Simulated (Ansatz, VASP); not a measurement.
## Two plane-wave programs on InSe

```
In Se
1.0
     4.05000    0.00000    0.00000
    -2.02500    3.50740    0.00000
     0.00000    0.00000   16.93000
In Se
4 4
Direct
  0.66667 0.33333 0.84300
  0.33333 0.66667 0.34300
  0.66667 0.33333 0.65700
  0.33333 0.66667 0.15700
  0.66667 0.33333 0.39800
  0.33333 0.66667 0.89800
  0.66667 0.33333 0.10200
  0.33333 0.66667 0.60200
```

Alike in both runs: functional PBE; k mesh 8 × 8 × 2; occupations fermi-dirac, width 0.05 eV; no spin polarisation.

|  | VASP | Ansatz |
| --- | --- | --- |
| version | VASP 6.6.1 | Ansatz 0.2.0 |
| potentials or method | VASP PAW PBE potentials, release 64 (In_d, Se) | Ansatz PAW |
| plane-wave cutoff (eV) | 520 | 420 |
| valence electrons in the cell | 76 | 116 |
| task | single point | band structure |

|  | VASP | Ansatz | Ansatz less VASP |
| --- | --- | --- | --- |
| gap on the k mesh at the Fermi level (eV) | none | none | - |
| pressure (GPa) | 7.7 | 7.6 | -0.08 |
| largest component of the traceless stress (GPa) | 5.79 | 5.76 | -0.027 |
| rms of the force components (eV/Å) | 1.441 | 1.432 | -0.0090 |

Atom by atom the forces differ by 0.009 eV/Å (rms over components). A gap of «none» marks a metal or a gap that the smearing closes. The two sets of potentials don't hold the same shells in valence.

Caveats: this functional lacks dispersion, which binds the layers, so the pressure and a relaxed spacing across them are unreliable; forces of over 1 eV/Å show positions far from the minimum, so gaps and moduli don't describe the material at rest; spin-orbit coupling is left out, which moves the levels of the heavy elements (Ansatz).
